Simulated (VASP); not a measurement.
MgH2 in VASP 6.6.1, relaxation

INCAR

```
NSW = 40
IBRION = 2
LWAVE = .FALSE.
LCHARG = .FALSE.
EDIFFG = -5E-3
METAGGA = MS2
NBANDS = 9
ISIF = 3
LASPH = .TRUE.
NELM = 58
PREC = Accurate
LREAL = .FALSE.
ISMEAR = -1
EDIFF = 1E-7
ENCUT = 600
SIGMA = 0.02
```

KPOINTS

```
KPOINTS created by Atomic Simulation Environment
0
Gamma
10 10 10
0 0 0
```

POSCAR

```
Mg H
 1.0000000000000000
     0.0000000000000000    2.0969653454000001    2.0969653454000001
     2.0969653454000001    0.0000000000000000    2.0969653454000001
     2.0969653454000001    2.0969653454000001    0.0000000000000000
 Mg  H
   1   2
Cartesian
  0.0000000000000000  0.0000000000000000  0.0000000000000000
  1.0484826727000001  1.0484826727000001  1.0484826727000001
  3.1454480181000002  3.1454480181000002  3.1454480181000002
```

The recommended PBE PAW datasets give the neutral cell 4 valence electrons.

Command

```
mpirun -np 1 vasp_std
```

Question: Predict the outcome of this run.

Answer: It converged. Results: relaxed cell vector lengths 3.326, 3.326, 3.326 Å; relaxed cell volume 26.01 Å³.

OSZICAR

```
N       E                     dE             d eps       ncg     rms          rms(c)
DAV:   1    -0.823364361298E+01   -0.82336E+01   -0.21160E+03   918   0.390E+02
DAV:   2    -0.142537868650E+02   -0.60201E+01   -0.56230E+01  1072   0.486E+01
DAV:   3    -0.143687838004E+02   -0.11500E+00   -0.11491E+00  1066   0.626E+00
DAV:   4    -0.143689679039E+02   -0.18410E-03   -0.18410E-03  1135   0.211E-01
DAV:   5    -0.143689685991E+02   -0.69512E-06   -0.69519E-06  1104   0.976E-03    0.547E+00
DAV:   6    -0.120593321012E+02    0.23096E+01   -0.94991E-01   847   0.763E+00    0.305E+00
DAV:   7    -0.120881872864E+02   -0.28855E-01   -0.76889E-01   910   0.632E+00    0.540E-01
DAV:   8    -0.121008614955E+02   -0.12674E-01   -0.13464E-02   959   0.989E-01    0.321E-01
DAV:   9    -0.121034263988E+02   -0.25649E-02   -0.11102E-02   909   0.662E-01    0.233E-01
DAV:  10    -0.121013699915E+02    0.20564E-02   -0.83987E-04  1000   0.146E-01    0.104E-01
...
DAV:   7    -0.128473960181E+02   -0.34987E-08   -0.12612E-09   447   0.196E-04
   5 F= -.12847396E+02 E0= -.12847325E+02  d E =-.746670E+00
       N       E                     dE             d eps       ncg     rms          rms(c)
DAV:   1    -0.128474511059E+02   -0.55091E-04   -0.13838E-04   879   0.820E-02    0.856E-03
DAV:   2    -0.128474412178E+02    0.98881E-05   -0.16391E-05   849   0.358E-02    0.363E-03
DAV:   3    -0.128474395094E+02    0.17085E-05   -0.10007E-06   932   0.847E-03    0.848E-04
DAV:   4    -0.128474386846E+02    0.82477E-06   -0.72650E-08   884   0.193E-03    0.251E-04
DAV:   5    -0.128474385783E+02    0.10631E-06   -0.33183E-09   430   0.284E-04    0.507E-05
DAV:   6    -0.128474386055E+02   -0.27227E-07   -0.61493E-10   426   0.148E-04
   6 F= -.12847439E+02 E0= -.12847371E+02  d E =-.425875E-04
```

```
ionic step  ΔE (meV/atom)  volume (Å³)  largest force (eV/Å)  pressure (GPa)  electronic steps
         1            0.0        18.44                 0.000           41.18                16
         2         -220.6        22.99                 0.000           10.00                 9
         3         -247.1        25.17                 0.000            2.19                 7
         4         -248.9        25.89                 0.000            0.22                 7
         5         -248.9        26.06                 0.000           -0.20                 7
         6         -248.9        26.01                 0.000           -0.09                 6
```

 The volume moved far on the plane waves of the start cell, so a restart from CONTCAR is due.

For comparison, a separate PBE relaxation on usual settings, not on those above, ends at 26.78 Å³.
